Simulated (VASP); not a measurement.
Input of a VASP 6.6.1 run:

The input INCAR:

```
PREC = Accurate ; ENCUT = 500
EDIFF = 1E-6 ; ISMEAR = 0
SIGMA = 0.02 ; LREAL = False
LASPH = True ; NELM = 60
ALGO = Fast ; ISIF = 2
LWAVE = False ; LCHARG = False
GGA = PE ; NBANDS = 16
```

File KPOINTS:

```
Automatic mesh
0
Gamma
  5 5 5
```

POSCAR

```
TaN
1.0
    0.0000000000      2.2113230000      2.2113230000
    2.2113230000      0.0000000000      2.2113230000
    2.2113230000      2.2113230000      0.0000000000
Ta N
1 1
Direct
    0.5000000000      0.5000000000      0.5000000000
    0.0000000000      0.0000000000      0.0000000000
```

Potentials or basis: VASP PAW PBE potentials, release 64 (Ta_sv_GW, N_GW).

Command:

```console
$ cat potpaw_PBE.64/Ta_sv_GW/POTCAR potpaw_PBE.64/N_GW/POTCAR > POTCAR
$ mpirun -np 1 vasp_std > vasp.out
```

(1) What does it give for the pressure?

(2) What does it give for the band gap on the k mesh?

Results:

(1) -2.7 GPa.

(2) none (metal or under the smearing width).

Caveat: the k mesh is coarse (spacing up to 0.49 Å⁻¹), so the values aren't converged; the cutoff is under 1.25 times the usual one of these potentials, so pressure, stress and relaxed cells hold a basis-set (Pulay) error.
